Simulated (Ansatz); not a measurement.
# PbS (P-6m2) in Ansatz: settings compared

One crystal, PbS, is run at these levels: BLYP+D3(BJ), BLYP+D4, PBE; tasks: relaxation of cell and atoms, single point.

Everything below comes from runs of Ansatz 0.2.0. Logs are shortened: lines on timing, memory, paths and dates and some standing lists are left out, and cuts for length are marked.

### Step 1. Starting point

Symmetry: P-6m2, No. 187, hexagonal system. The conventional cell has a = 4.090 Å, b = 4.090 Å, c = 3.788 Å, α = 90.00°, β = 90.00°, γ = 120.00°. Around Pb (site symmetry -6m2) lie 6 S at 3.03 Å. S (site symmetry -6m2) has 6 Pb at 3.03 Å as nearest neighbours.

Measurements of this composition are mostly on another form, of space group No. 225.

### Step 2. Relaxation of cell and atoms, BLYP+D3(BJ)

File input.yaml:

```yaml
crystal:
  lattice:
    - [4.0896976867, 0.0, 0.0]
    - [-2.0448488433, 3.5417820905, 0.0]
    - [0.0, 0.0, 3.788167]
  atoms:
    - { symbol: Pb, position: [0.0, 0.0, 0.0] }
    - { symbol: S, position: [0.6666666667, 0.3333333333, 0.5] }
hamiltonian:
  xc: blyp
  pseudopotentials: { kind: paw }
  dispersion: d3bj
kpoints:
  mp_grid: { grid: [8, 8, 7] }
scf:
  occupations: { method: fermi_dirac, width: 0.05 }
output:
  forces: true
  stress: true
  eigenvalues: true
relax:
  f_tol: 0.01
  max_steps: 40
  cell: { stress_tol: 0.05 }
```

Potentials or basis: Ansatz PAW.

Run with:

```console
$ ansatz run input.yaml --threads 2 --pin off --max-ram 5632MiB --backend cpu --events-out ev --progress --plain --runs-dir out
```

Log:

```text
Warning: RAYON_NUM_THREADS=2 ignored (pool sized by the plan → 2); use --threads N
Engine: ansatz 0.2.0, aarch64-unknown-linux-gnu
Pseudopotentials: kind: paw
Pseudopotential: Pb, paw, valence charge 14, recommended cutoff 420 eV (normal), Pb.paw.azcp
Pseudopotential: S, paw, valence charge 6, recommended cutoff 420 eV (normal), S.paw.azcp
Functional definition: BLYP
  parameter beta = 0.0042
  parameter a = 0.04918
  parameter b = 0.132
  parameter c = 0.2533
  parameter d = 0.349
  exchange = b88_x(beta = beta)
  correlation = lyp_c(a = a, b = b, c = c, d = d)
Crystal: 2 atoms, lattice volume = 54.871 Å³
Basis set: ecut = 420 eV, 1105 PW (Γ), exchange–correlation on 60×60×54 points (8 copies of the dense FFT grid, shifted against one another)
Bands: 14, of which v1, the nominal top of the filled ones, is band 10 counted from 1 (9 counted from 0)
Symmetry: 12 space group operations
Space group: P-6m2 (ITA 187), of the structure as read, at distance tolerance 3.8e-5 Å
k-points: 40 of 448 (time reversal used)
Non-local potential: Pb, projectors of the file, l = 0: 2, l = 1: 2, l = 2: 2, l = 3: 2
Non-local potential: S, projectors of the file, l = 0: 2, l = 1: 2, l = 2: 2
PAW form: soft (Blöchl's): semilocal exchange-correlation on the pseudo side does not see the compensation charge
PAW frozen core: Pb, regenerated for the run's functional, and the local potential with it (the file was generated under x = pbe(κ = 0.804, μ = 0.2195149727645171), c = pbe(β = 0.06672455060314922))
PAW frozen core: S, regenerated for the run's functional, and the local potential with it (the file was generated under x = pbe(κ = 0.804, μ = 0.2195149727645171), c = pbe(β = 0.06672455060314922))
PAW one-centre angular grid: Pb, 590 points (default); XC on 64 Gauss nodes
PAW one-centre angular grid: S, 110 points (default); XC on 64 Gauss nodes
Initial density: superposition of atomic densities (neutral atoms: chi_scale 0, normalization atom), corrected by the library's trained network
Initial wavefunctions: pseudopotential atomic-orbital guess
Functional: x = b88, c = lyp
SCF iter   1: F=—  HF=-12843.744945 eV  |F-HF|=—  |Δ(HF+E_count)|=         —  Δρ=8.62e-3  dr2=6.09e-2  ethr=1.77e-3  ⟨swp⟩=6.0  Hψ=3338  notcnv=0
preconditioner: auto → none  [insulator: Δε(μ)=0.411 eV  Ē_g=15.317 eV  σ=0.050 eV  W_gap=0.97  n_scr=8 (ndim 8)  ℏωp=22.4 eV  f_vac=0.003  D(μ)=0.02/eV (n_scr^D=0)  ε∞_Penn≈3.1]
SCF iter   2: F=—  HF=-12843.729565 eV  |F-HF|=—  |Δ(HF+E_count)|=   1.54e-2  Δρ=2.87e-3  dr2=6.54e-3  ethr=3.05e-4  ⟨swp⟩=2.0  Hψ=1045  notcnv=0
SCF iter   3: F=—  HF=-12843.728271 eV  |F-HF|=—  |Δ(HF+E_count)|=   1.29e-3  Δρ=3.15e-4  dr2=4.72e-5  ethr=3.27e-5  ⟨swp⟩=2.2  Hψ=832  notcnv=0
SCF iter   4: F=—  HF=-12843.728267 eV  |F-HF|=—  |Δ(HF+E_count)|=   4.71e-6  Δρ=1.24e-4  dr2=5.62e-6  ethr=2.36e-7  ⟨swp⟩=2.0  Hψ=941  notcnv=0
SCF iter   5: F=—  HF=-12843.728275 eV  |F-HF|=—  |Δ(HF+E_count)|=   8.46e-6  Δρ=1.68e-5  dr2=1.42e-7  ethr=2.81e-8  ⟨swp⟩=2.0  Hψ=743  notcnv=0
SCF iter   6: F=-12843.728275 eV  HF=-12843.728275 eV  |F-HF|=2.22e-9  |Δ(HF+E_count)|=   5.04e-9  Δρ=2.66e-6  dr2=3.31e-9  ethr=5.00e-10  ⟨swp⟩=5.6  Hψ=2686  notcnv=0
SCF 1 converged in 6 iterations: F = -12843.728275 eV  dr2 = 3.31e-9
relax step   1: F+E_penalty+E_count = -12843.72827504 eV  Δ(F+E_penalty+E_count) = +0.000e0 eV  max|allowed force component| = 3.238e-17 eV/Å  Δτ_max = 0.0000 Å  P = -1.106 GPa  Ω = 54.871 Å³  (6 SCF iters, dr2 threshold 1.00e-7 eV, accepted)
Crystal: 2 atoms, lattice volume = 53.049 Å³
Basis set: ecut = 420 eV, 1021 PW (Γ), exchange–correlation on 60×60×54 points (8 copies of the dense FFT grid, shifted against one another)
Initial density: handed on by an earlier stage of this run
Initial wavefunctions: those handed on with the density
iter 1 solved again at ethr=3.15e-6 eV; its pass at ethr=3.10e-3 eV (dr2=6.29e-4 eV) is discarded
SCF iter   1: F=—  HF=-12843.734405 eV  |F-HF|=—  |Δ(HF+E_count)|=         —  Δρ=9.30e-4  dr2=5.96e-4  ethr=3.15e-6  ⟨swp⟩=2.1  Hψ=4508  notcnv=0
preconditioner: auto → none  [insulator: Δε(μ)=0.139 eV  Ē_g=15.435 eV  σ=0.050 eV  W_gap=0.58  n_scr=8 (ndim 8)  ℏωp=22.8 eV  f_vac=0.004  D(μ)=0.24/eV (n_scr^D=0)  ε∞_Penn≈3.2]
SCF iter   2: F=—  HF=-12843.734344 eV  |F-HF|=—  |Δ(HF+E_count)|=   6.06e-5  Δρ=4.06e-4  dr2=9.38e-5  ethr=2.98e-6  ⟨swp⟩=2.0  Hψ=758  notcnv=0
SCF iter   3: F=—  HF=-12843.734329 eV  |F-HF|=—  |Δ(HF+E_count)|=   1.48e-5  Δρ=6.47e-5  dr2=1.62e-6  ethr=4.69e-7  ⟨swp⟩=2.5  Hψ=732  notcnv=0
iter 4 did not close the SCF: its close was put off for the readings that it lacked (scf_convergence_deferred on its scf_iter line)
SCF iter   4: F=-12843.734330 eV  HF=-12843.734330 eV  |F-HF|=4.91e-8  |Δ(HF+E_count)|=   8.03e-7  Δρ=1.22e-5  dr2=9.14e-8  ethr=8.08e-9  ⟨swp⟩=2.6  Hψ=999  notcnv=0
iter 5 did not close the SCF: its close was put off for the readings that it lacked (scf_convergence_deferred on its scf_iter line)
SCF iter   5: F=-12843.734330 eV  HF=-12843.734330 eV  |F-HF|=7.13e-10  |Δ(HF+E_count)|=   5.15e-9  Δρ=2.59e-6  dr2=1.84e-9  ethr=4.57e-10  ⟨swp⟩=2.0  Hψ=930  notcnv=0
SCF iter   6: F=-12843.734330 eV  HF=-12843.734330 eV  |F-HF|=6.37e-11  |Δ(HF+E_count)|=   1.31e-9  Δρ=3.58e-7  dr2=3.01e-11  ethr=9.21e-12  ⟨swp⟩=1.4  Hψ=1931  notcnv=0
SCF 2 converged in 6 iterations: F = -12843.734330 eV  dr2 = 3.01e-11
relax step   2: F+E_penalty+E_count = -12843.73433026 eV  Δ(F+E_penalty+E_count) = -6.055e-3 eV  max|allowed force component| = 1.249e-16 eV/Å  Δτ_max = 0.0000 Å  P = +0.375 GPa  Ω = 53.049 Å³  energy of the carried Pulay correction = +2.002e-4 eV  (6 SCF iters, dr2 threshold 2.00e-7 eV, accepted)
Crystal: 2 atoms, lattice volume = 53.471 Å³
iter 1 solved again at ethr=4.26e-7 eV; its pass at ethr=3.10e-3 eV (dr2=8.53e-5 eV) is discarded
SCF iter   1: F=—  HF=-12843.734777 eV  |F-HF|=—  |Δ(HF+E_count)|=         —  Δρ=2.04e-4  dr2=3.01e-5  ethr=4.26e-7  ⟨swp⟩=3.0  Hψ=3981  notcnv=0
preconditioner: auto → none  [insulator: Δε(μ)=0.159 eV  Ē_g=15.407 eV  σ=0.050 eV  W_gap=0.65  n_scr=8 (ndim 8)  ℏωp=22.7 eV  f_vac=0.010  D(μ)=0.21/eV (n_scr^D=0)  ε∞_Penn≈3.2]
SCF iter   2: F=—  HF=-12843.734747 eV  |F-HF|=—  |Δ(HF+E_count)|=   3.00e-5  Δρ=8.84e-5  dr2=5.01e-6  ethr=1.50e-7  ⟨swp⟩=1.9  Hψ=736  notcnv=0
iter 3 did not close the SCF: its close was put off for the readings that it lacked (scf_convergence_deferred on its scf_iter line)
SCF iter   3: F=-12843.734747 eV  HF=-12843.734747 eV  |F-HF|=2.94e-8  |Δ(HF+E_count)|=   2.27e-7  Δρ=1.19e-5  dr2=5.47e-8  ethr=2.50e-8  ⟨swp⟩=2.1  Hψ=698  notcnv=0
iter 4 did not close the SCF: its close was put off for the readings that it lacked (scf_convergence_deferred on its scf_iter line)
SCF iter   4: F=-12843.734747 eV  HF=-12843.734747 eV  |F-HF|=1.78e-9  |Δ(HF+E_count)|=   3.40e-8  Δρ=1.99e-6  dr2=2.56e-9  ethr=2.74e-10  ⟨swp⟩=2.4  Hψ=917  notcnv=0
iter 5 did not close the SCF: its close was put off for the readings that it lacked (scf_convergence_deferred on its scf_iter line)
SCF iter   5: F=-12843.734747 eV  HF=-12843.734747 eV  |F-HF|=2.36e-11  |Δ(HF+E_count)|=  5.09e-10  Δρ=5.18e-7  dr2=6.33e-11  ethr=1.28e-11  ⟨swp⟩=2.0  Hψ=949  notcnv=0
SCF iter   6: F=-12843.734747 eV  HF=-12843.734747 eV  |F-HF|=5.46e-12  |Δ(HF+E_count)|=  3.27e-11  Δρ=5.49e-8  dr2=8.26e-13  ethr=1.00e-12  ⟨swp⟩=1.3  Hψ=1838  notcnv=0
SCF 3 converged in 6 iterations: F = -12843.734747 eV  dr2 = 8.26e-13
relax step   3: F+E_penalty+E_count = -12843.73474719 eV  Δ(F+E_penalty+E_count) = -4.169e-4 eV  max|allowed force component| = 9.252e-17 eV/Å  Δτ_max = 0.0000 Å  P = -0.025 GPa  Ω = 53.471 Å³  energy of the carried Pulay correction = +1.533e-4 eV  (6 SCF iters, dr2 threshold 2.00e-7 eV, accepted)
Crystal: 2 atoms, lattice volume = 53.455 Å³
iter 1 solved again at ethr=4.81e-9 eV; its pass at ethr=3.10e-3 eV (dr2=9.63e-7 eV) is discarded
SCF iter   1: F=—  HF=-12843.734780 eV  |F-HF|=—  |Δ(HF+E_count)|=         —  Δρ=2.78e-5  dr2=5.43e-7  ethr=4.81e-9  ⟨swp⟩=3.6  Hψ=4249  notcnv=0
preconditioner: auto → none  [insulator: Δε(μ)=0.161 eV  Ē_g=15.409 eV  σ=0.050 eV  W_gap=0.65  n_scr=8 (ndim 8)  ℏωp=22.7 eV  f_vac=0.009  D(μ)=0.21/eV (n_scr^D=0)  ε∞_Penn≈3.2]
SCF iter   2: F=—  HF=-12843.734753 eV  |F-HF|=—  |Δ(HF+E_count)|=   2.61e-5  Δρ=1.12e-5  dr2=7.03e-8  ethr=2.71e-9  ⟨swp⟩=2.3  Hψ=731  notcnv=0
iter 3 did not close the SCF: its close was put off for the readings that it lacked (scf_convergence_deferred on its scf_iter line)
SCF iter   3: F=-12843.734753 eV  HF=-12843.734753 eV  |F-HF|=4.86e-10  |Δ(HF+E_count)|=   1.02e-8  Δρ=1.82e-6  dr2=1.05e-9  ethr=3.51e-10  ⟨swp⟩=2.0  Hψ=743  notcnv=0
iter 4 did not close the SCF: its close was put off for the readings that it lacked (scf_convergence_deferred on its scf_iter line)
SCF iter   4: F=-12843.734753 eV  HF=-12843.734753 eV  |F-HF|=0.00e0  |Δ(HF+E_count)|=  6.44e-10  Δρ=3.55e-7  dr2=5.23e-11  ethr=5.24e-12  ⟨swp⟩=2.6  Hψ=878  notcnv=0
iter 5 did not close the SCF: its close was put off for the readings that it lacked (scf_convergence_deferred on its scf_iter line)
SCF iter   5: F=-12843.734753 eV  HF=-12843.734753 eV  |F-HF|=5.46e-12  |Δ(HF+E_count)|=  1.82e-11  Δρ=6.04e-8  dr2=1.10e-12  ethr=1.00e-12  ⟨swp⟩=2.0  Hψ=923  notcnv=0
SCF iter   6: F=-12843.734753 eV  HF=-12843.734753 eV  |F-HF|=1.09e-11  |Δ(HF+E_count)|=  5.46e-12  Δρ=1.08e-8  dr2=3.00e-14  ethr=1.00e-12  ⟨swp⟩=1.0  Hψ=1280  notcnv=0
SCF 4 converged in 6 iterations: F = -12843.734753 eV  dr2 = 3.00e-14
relax step   4: F+E_penalty+E_count = -12843.73475347 eV  Δ(F+E_penalty+E_count) = -6.277e-6 eV  max|allowed force component| = 3.123e-16 eV/Å  Δτ_max = 0.0000 Å  P = +0.001 GPa  Ω = 53.455 Å³  energy of the carried Pulay correction = +1.550e-4 eV  (6 SCF iters, dr2 threshold 9.00e-9 eV, accepted)
Basis set: ecut = 420 eV, 1021 PW (Γ), exchange–correlation on 54×54×54 points (8 copies of the dense FFT grid, shifted against one another)
Initial wavefunctions: pseudopotential atomic-orbital guess (no wavefunctions were taken with the density)
iter 1 solved again at ethr=2.38e-7 eV; its pass at ethr=3.10e-3 eV (dr2=4.76e-5 eV) is discarded
SCF iter   1: F=—  HF=-12843.734672 eV  |F-HF|=—  |Δ(HF+E_count)|=         —  Δρ=3.53e-5  dr2=1.20e-7  ethr=2.38e-7  ⟨swp⟩=3.7  Hψ=4999  notcnv=0
preconditioner: auto → none  [insulator: Δε(μ)=0.161 eV  Ē_g=15.409 eV  σ=0.050 eV  W_gap=0.65  n_scr=8 (ndim 8)  ℏωp=22.7 eV  f_vac=0.008  D(μ)=0.21/eV (n_scr^D=0)  ε∞_Penn≈3.2]
SCF iter   2: F=—  HF=-12843.734601 eV  |F-HF|=—  |Δ(HF+E_count)|=   7.16e-5  Δρ=1.65e-5  dr2=2.20e-8  ethr=6.01e-10  ⟨swp⟩=2.0  Hψ=957  notcnv=0
SCF iter   3: F=—  HF=-12843.734601 eV  |F-HF|=—  |Δ(HF+E_count)|=   1.92e-8  Δρ=2.72e-6  dr2=7.61e-10  ethr=1.10e-10  ⟨swp⟩=2.0  Hψ=903  notcnv=0
SCF iter   4: F=—  HF=-12843.734601 eV  |F-HF|=—  |Δ(HF+E_count)|=  6.80e-10  Δρ=2.44e-7  dr2=2.89e-11  ethr=3.81e-12  ⟨swp⟩=3.0  Hψ=1006  notcnv=0
iter 5 did not close the SCF: its close was put off for the readings that it lacked (scf_convergence_deferred on its scf_iter line)
SCF iter   5: F=-12843.734601 eV  HF=-12843.734601 eV  |F-HF|=1.82e-12  |Δ(HF+E_count)|=  7.28e-12  Δρ=1.91e-8  dr2=1.56e-13  ethr=1.00e-12  ⟨swp⟩=1.0  Hψ=560  notcnv=0
SCF iter   6: F=-12843.734601 eV  HF=-12843.734601 eV  |F-HF|=5.46e-12  |Δ(HF+E_count)|=  1.82e-12  Δρ=4.58e-9  dr2=1.22e-14  ethr=1.00e-12  ⟨swp⟩=4.3  Hψ=2350  notcnv=0
SCF 5 converged in 6 iterations: F = -12843.734601 eV  dr2 = 1.22e-14
relax step   5: F+E_penalty+E_count = -12843.73460064 eV  Δ(F+E_penalty+E_count) = +1.528e-4 eV  max|allowed force component| = 3.284e-16 eV/Å  Δτ_max = 0.0000 Å  P = +0.000 GPa  Ω = 53.455 Å³  stress off target by 8.89e-3 GPa  SCF on the basis re-selected at this cell (its energy is not comparable with the rows above)  (6 SCF iters)
basis re-selected at this cell: Δ(F+E_penalty+E_count) = +1.528e-4 eV, ΔP = -0.001 GPa vs the last step (what re-selecting the basis moved, of the pressure what is left beyond the Pulay correction that the steps carried, after the strain that the cell walked since its last selection, with what the two solves' SCF thresholds leave and, on support functions, any second-order correction that the steps lacked; it is no measure of the basis error at this ecutwfc). The dense FFT grid was sized anew with the basis: this SCF ran on 27×27×27 points, the steps before it on 30×30×27, so part of this shift can come from that change (see relax.cell in the input reference). This SCF's stress stands 8.89e-3 GPa from its target on what of the cell is left free (relax.cell.stress_tol is 5.00e-2 GPa) and its largest allowed force component is 3.28e-16 eV/Å (relax.f_tol is 1.00e-2 eV/Å): within both
SCF converged after 6 iterations
Free energy (F): -12843.734601 eV
Harris-Foulkes:  -12843.734601 eV  (|F-HF|=5.46e-12)
Internal energy: -12843.732851 eV  (E = F + TS)
E sigma→0 (E₀):  -12843.733726 eV
Entropy (-TS):   -0.001750 eV (-0.875 meV/atom)
Fermi energy:    8.383967 eV
--- Per-component energies (eV) ---
  E_band       = -54.177678
  E_kinetic    = 395.243007
  E_local      = -1253.810352  (includes V_loc(G=0)·N_el)
  E_nonlocal   = 376.766567
  E_hartree    = 488.024902
  E_xc         = -315.556326
  E_vxc        = -215.986474  (∫ρ·V_xc dr)
  E_paw        = -11038.882542  (= ΣΔE_a)
  E_vpaw       = -332.440279  (= ΣTr[D̂ρ^β])
  E_aug_tail   = 0.000048  (compensation charges beyond the density's cutoff)
  E_ewald      = -1493.855612
  E_disp       = -1.565945  (pairwise vdW)
  E_core_change = -0.096597  (= ΣΔE_core)
  E_smearing   = -0.001750  (= −TS)
  E_closure    = 0.000000  (closes the sum)
  Σ components = -12843.734601   (vs F -12843.734601, Δ=0.00e0)
--- Forces (eV/Å), atoms counted from 1 ---
  atom   1  Pb    -0.00000000     0.00000000     0.00000000
  atom   2  S      0.00000000    -0.00000000    -0.00000000
  max |Σ_I F_I| component: 4.16e-16 eV/Å
--- Stress (GPa, compression-positive) ---
       -0.004373      -0.000000       0.000000
       -0.000000      -0.004373       0.000000
        0.000000       0.000000       0.008891
  P = ⅓ Tr σ = 0.0000 GPa (0.000 kbar)
--- Band table (eV; the first three rows and the last of 40) ---
  k-point 0: bands = ["-8.5166", "-8.5040", "-8.5040", "-8.3961", "-8.3961", "-4.8764", "1.8957", "6.0909", "6.7779", "6.7779", "11.9657", "11.9657", "13.8883", "14.9246"]
  k-point 1: bands = ["-8.5024", "-8.5024", "-8.4949", "-8.4045", "-8.4045", "-4.7233", "1.3755", "6.4235", "6.8737", "6.8737", "12.0448", "12.0448", "13.2251", "15.3761"]
  k-point 2: bands = ["-8.4988", "-8.4988", "-8.4466", "-8.4233", "-8.4233", "-4.3050", "0.2915", "7.1032", "7.1032", "7.1927", "11.5433", "12.2109", "12.2109", "16.7491"]
  k-point 39: bands = ["-8.5295", "-8.4812", "-8.4685", "-8.4498", "-8.3603", "-3.0327", "1.0021", "4.3306", "4.7224", "6.0342", "8.4843", "12.5820", "13.8880", "16.3664"]
--- Relaxed structure (4 steps of the walk, 4 accepted, 1 SCFs on fresh bases) ---
  F+E_penalty+E_count = -12843.73460064 eV   max|allowed force component| = 3.284e-16 eV/Å   (the final SCF, on the basis selected at the relaxed cell)
  cell:  # Å, volume = 53.4554 Å³
    - [4.032286064063743, -2.8462084291464203e-11, -9.002505469727076e-19]
    - [-2.016143032007222, 3.4920621668193985, 4.501252734808499e-19]
    - [-8.338756737093777e-19, -7.039799862811117e-34, 3.7962803958649616]
  atoms:
    - { symbol: Pb, position: [-3.700743415524894e-17, -2.1750970498150007e-34, -1.059180878458299e-35] }
    - { symbol: S, position: [0.6666666666666667, 0.3333333333333333, 0.5] }
```

Wall time 16 s (2 threads of Arm Neoverse N1, shared host); peak memory 0.35 GiB.

Results:

| Property | Result |
| --- | --- |
| Free energy | -12843.7346 eV |
| Relaxed volume | 26.73 Å³/atom |
| Relaxed cell | a = 4.032 Å, b = 4.032 Å, c = 3.796 Å, α = 90.00°, β = 90.00°, γ = 120.00° |
| Space group after relaxing (to 0.05 Å) | P-6m2 (No. 187) |
| Energy gained by relaxing | 3.2 meV/atom |
| Ionic steps | 5 |
| Pressure after relaxing | 0.0 GPa |
| Band gap on the k mesh | 0.16 eV, indirect (least direct gap 1.75 eV) |

The path:
```tsv
step	energy change (eV)	largest force (eV/Å)	volume (Å³)
1	0.0000	0.0000	54.87
2	-0.0061	0.0000	53.05
3	-0.0065	0.0000	53.47
4	-0.0065	0.0000	53.46
5	-0.0063	0.0000	53.46
```

Final structure:
```yaml
crystal:
  lattice:
    - [4.03229, 0.00000, 0.00000]
    - [-2.01614, 3.49206, 0.00000]
    - [0.00000, 0.00000, 3.79628]
  atoms:
    - { symbol: Pb, position: [0.00000, 0.00000, 0.00000] }
    - { symbol: S, position: [0.66667, 0.33333, 0.50000] }
```

Levels at points of the mesh, in eV from the valence-band top:
```csv
k point,band 7,band 8,band 9,band 10,band 11,band 12,band 13,band 14
"(0.00, 0.00, 0.00)",-6.43,-2.23,-1.55,-1.55,3.64,3.64,5.56,6.60
"(0.00, -0.50, 0.00)",-8.47,-2.59,-1.71,-1.18,1.97,3.90,5.37,5.69
```

Caveat: odd divisions of the mesh miss points on the zone boundary, where band edges often lie, so the gap on the mesh can be too wide; the plane-wave basis is chosen anew once the cell has moved, so the energies of steps on either side of that aren't comparable; spin-orbit coupling is left out, which as a rule narrows the gap of such compounds by several tenths of an eV; the PAW data sets come from PBE, with cores solved anew for the run's functional, which leaves a small shift of forces and pressure. A k mesh can miss the band edges.

(Continued in part 2 of 2.)
